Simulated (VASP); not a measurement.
A run of VASP 6.6.1 is set up as follows.

Contents of INCAR:

```
ALGO = Normal ; EDIFF = 1E-7
EDIFFG = -0.01 ; ENCUT = 600
GGA = PS ; IBRION = 2
ISIF = 3 ; ISMEAR = -1
LASPH = T ; LCHARG = F
LREAL = F ; LWAVE = F
NELM = 60 ; NSW = 60
PREC = Accurate ; SIGMA = 0.05
```

KPOINTS

```
k-points
0
Gamma
  7 7 7
```

The input POSCAR:

```
TePb
1.0
    0.0000000000      3.2310000000      3.2310000000
    3.2310000000      0.0000000000      3.2310000000
    3.2310000000      3.2310000000      0.0000000000
Pb Te
1 1
Direct
    0.0000000000      0.0000000000      0.0000000000
    0.5000000000      0.5000000000      0.5000000000
```

Potentials or basis: VASP PAW PBE potentials, release 64 (Pb_d, Te).

Launch:

```bash
$ cat potpaw_PBE.64/Pb_d/POTCAR potpaw_PBE.64/Te/POTCAR > POTCAR
$ mpirun -np 1 vasp_std > vasp.out
```

Problem. Predict the relaxed cell.

Solution. a = 4.555 Å, b = 4.555 Å, c = 4.555 Å, α = 60.00°, β = 60.00°, γ = 60.00°.

Problem. Predict the space group after relaxing (to 0.05 Å).

Solution. Fm-3m (No. 225).

Problem. Predict the relaxed volume.

Solution. 33.42 Å³/atom.

Step by step:
| step | energy change (eV) | largest force (eV/Å) | pressure (GPa) | volume (Å³) |
| --- | --- | --- | --- | --- |
| 1 | 0.0000 | 0.0000 | -0.40 | 67.46 |
| 2 | -0.0007 | 0.0000 | 0.14 | 66.64 |
| 3 | -0.0008 | 0.0000 | 0.00 | 66.84 |

Caveat: the PAW data sets were made with another functional, which shifts forces and pressure a little. The run has no spin-orbit coupling, so splittings on Pb, Te are missing.
